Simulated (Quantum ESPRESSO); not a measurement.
Crystal: FeSi2 (Linzhiite).

```
Fe Si
1.0
     2.68400    0.00000    0.00000
     0.00000    2.68400    0.00000
     0.00000    0.00000    5.12800
Fe Si
1 2
Direct
  0.00000 0.00000 0.00000
  0.50000 0.50000 0.73000
  0.50000 0.50000 0.27000
```

Base run:

- Program: Quantum ESPRESSO 7.5
- Functional: PBEsol
- Potentials or basis: GBRV 1.5 PBEsol
- Cutoff: 762 eV
- Density cutoff: 6095 eV
- k mesh: 8 × 8 × 4
- Occupations: fermi-dirac, width 0.05 eV
- Spin: collinear spin, ferromagnetic start
- Starting moments: [3.0, 0.0, 0.0] μB
- Hubbard terms: Fe d U = 2 eV

Its results: band gap on the k mesh none (metal or under the smearing width); pressure -2.5 GPa; net moment 0.13 μB per cell; site moments Fe +0.16; Si -0.01 μB; largest force 0.212 eV/Å.

**Question.** The run is repeated on the same cell with these changes: hubbard terms from Fe d U = 2 eV to Fe d U = 1 eV. What comes out?

**Answer.** Band gap on the k mesh none (metal or under the smearing width); pressure -2.1 GPa; net moment 0.13 μB per cell; site moments Fe +0.14; Si -0.01 μB; largest force 0.244 eV/Å.

Caveats: the U is typed as a test and isn't derived for this compound.
